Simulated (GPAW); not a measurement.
Runs of GPAW 26.7.0 on InPd. The structure is cubic, space group Pm-3m (No. 221). The conventional cell has a = 3.272 Å, b = 3.272 Å, c = 3.272 Å, α = 90.00°, β = 90.00°, γ = 90.00°. In (site symmetry m-3m) is surrounded by 8 Pd at 2.83 Å. Pd (site symmetry m-3m) is surrounded by 8 In at 2.83 Å. The cell comes from a database or a generator and needn't be the stable form of this composition.

```tsv
task	level	potentials or basis	spin	cell	band path	band points	spin axis theta (degrees)	spin axis phi (degrees)	soc after scf	pressure (GPa)
band structure	PBEsol	PAW data sets generated in the run's folder for this functional, pw	off	as given	GXMGRX,MR	80	-	-	-	-3.1
band structure	PBEsol	PAW data sets generated in the run's folder for this functional, pw	SOC, no magnetisation	as given	GXMGRX,MR	80	90	0	second variation	-3.1
band structure	BLYP	PAW data sets generated in the run's folder for this functional, pw	off	as given	GXMGRX,MR	60	-	-	-	11.2
relaxation of cell and atoms	PBE	GPAW PAW data sets (gpaw-data 1.2.1), pw	off	relaxed	-	-	-	-	-	-0.1
band structure	RPBE	the program's PAW data sets (release 1.2.1) made for this functional, pw	off	as given	GXMGRX,MR	80	-	-	-	(a)
```

Alike in all rows: k mesh 8 × 8 × 8; cutoff (eV) 600; smearing fermi-dirac 0.05 eV.

Estimate the missing entries.

(a) 6.8.

Caveats: spin-orbit coupling was added after a scalar SCF, so levels and gaps hold it while energy, forces, pressure and moments don't (some runs); later steps reuse the first step's grids (some runs).
